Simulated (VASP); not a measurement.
Crystal: Cu.

```
Cu
1.0
     0.00000    1.80750    1.80750
     1.80750    0.00000    1.80750
     1.80750    1.80750    0.00000
Cu
1
Cartesian
  0.0000 0.0000 0.0000
```

* Program: VASP 6.6.1
* Task: relaxation of cell and atoms
* Functional: PBEsol
* Dispersion: D3(BJ)
* Potentials or basis: VASP PAW PBE potentials, release 64 (Cu)
* Cutoff: 600 eV
* k mesh: 13 × 13 × 13
* Occupations: fermi-dirac, width 0.05 eV
* Spin: no spin polarisation

At the start: pressure -13.0 GPa; volume 11.81 Å³/atom.

Problem. How do energy, volume and symmetry change on relaxing?

Solution. Over 3 steps the energy falls by 42.6 meV/atom and the volume is 10.85 Å³/atom (-8.1 %); space group Fm-3m (No. 225, to 0.05 Å).

The path:
| step | energy change (eV) | largest force (eV/Å) | pressure (GPa) | volume (Å³) |
| --- | --- | --- | --- | --- |
| 1 | 0.0000 | 0.0000 | -13.01 | 11.81 |
| 2 | -0.0206 | 0.0000 | 12.44 | 10.25 |
| 3 | -0.0426 | 0.0000 | -0.09 | 10.85 |

Final structure:
```
Cu
1.0
     0.00000    1.75721    1.75721
     1.75721    0.00000    1.75721
     1.75721    1.75721    0.00000
Cu
1
Direct
  0.00000 0.00000 0.00000
```

Caveat: the PAW data sets were made with another functional, which shifts forces and pressure a little; pairwise dispersion overbinds metals, which lowers pressure and volume.
